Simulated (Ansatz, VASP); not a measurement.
Given: the input of a run of Ansatz 0.2.0 on Sn.

File input.yaml:

```yaml
crystal:
  lattice:
    - [-1.9318112889, 1.9318112889, 1.9318112889]
    - [1.9318112889, -1.9318112889, 1.9318112889]
    - [1.9318112889, 1.9318112889, -1.9318112889]
  atoms:
    - { symbol: Sn, position: [0.0, 0.0, 0.0] }
hamiltonian:
  xc: r2scan
  pseudopotentials: { kind: paw }
kpoints:
  mp_grid: { grid: [10, 10, 10] }
scf:
  occupations: { method: fermi_dirac, width: 0.05 }
output:
  forces: true
  stress: true
  eigenvalues: true
```

Potentials or basis: Ansatz PAW.

Launch:

```console
$ ansatz run input.yaml --threads 2 --pin off --max-ram 5632MiB --backend cpu --events-out ev --progress --plain --runs-dir out
```

**Question.** Set up the same calculation for VASP 6.6.1. Potentials there: VASP PAW PBE potentials, release 64 (Sn_d).

**Answer.** As run (the cutoff follows the program's own potentials):

Contents of POSCAR:

```
Sn
1.0
   -1.9318112889      1.9318112889      1.9318112889
    1.9318112889     -1.9318112889      1.9318112889
    1.9318112889      1.9318112889     -1.9318112889
Sn
1
Direct
    0.0000000000      0.0000000000      0.0000000000
```

The input INCAR.step1:

```
PREC = Accurate ; ENCUT = 520
ISMEAR = -1 ; SIGMA = 0.05
LREAL = F ; LASPH = T
NELM = 80 ; NBANDS = 13
GGA = PE ; ALGO = Normal
EDIFF = 1E-4 ; LWAVE = T
LCHARG = F
```

Contents of INCAR.step2:

```
PREC = Accurate ; ENCUT = 520
EDIFF = 1E-7 ; ISMEAR = -1
SIGMA = 0.05 ; LREAL = F
LASPH = T ; NELM = 80
ALGO = Normal ; ISIF = 2
LWAVE = F ; LCHARG = T
METAGGA = R2SCAN ; LMIXTAU = T
LELF = T ; LVHAR = T
NBANDS = 13 ; ISTART = 1
```

Contents of KPOINTS:

```
regular mesh
0
Gamma
  10 10 10
```

Potentials or basis: VASP PAW PBE potentials, release 64 (Sn_d).

The run is started by

```sh
$ cat potpaw_PBE.64/Sn_d/POTCAR > POTCAR
$ cp INCAR.step1 INCAR
$ mpirun -np 1 vasp_std > vasp.out
$ cp INCAR.step2 INCAR
$ mpirun -np 1 vasp_std > vasp.out
```

Both were run:

|  | VASP | Ansatz | Ansatz less VASP |
| --- | --- | --- | --- |
| gap on the k mesh at the Fermi level (eV) | none | none | - |
| pressure (GPa) | -3.1 | -3.1 | +0.02 |

A gap of «none» marks a metal or a gap that the smearing closes.

Caveats: the PAW data sets were made with another functional, which shifts forces and pressure a little (VASP); the PAW data sets come from PBE, with cores solved anew for the run's functional, which leaves a small shift of forces and pressure (Ansatz).
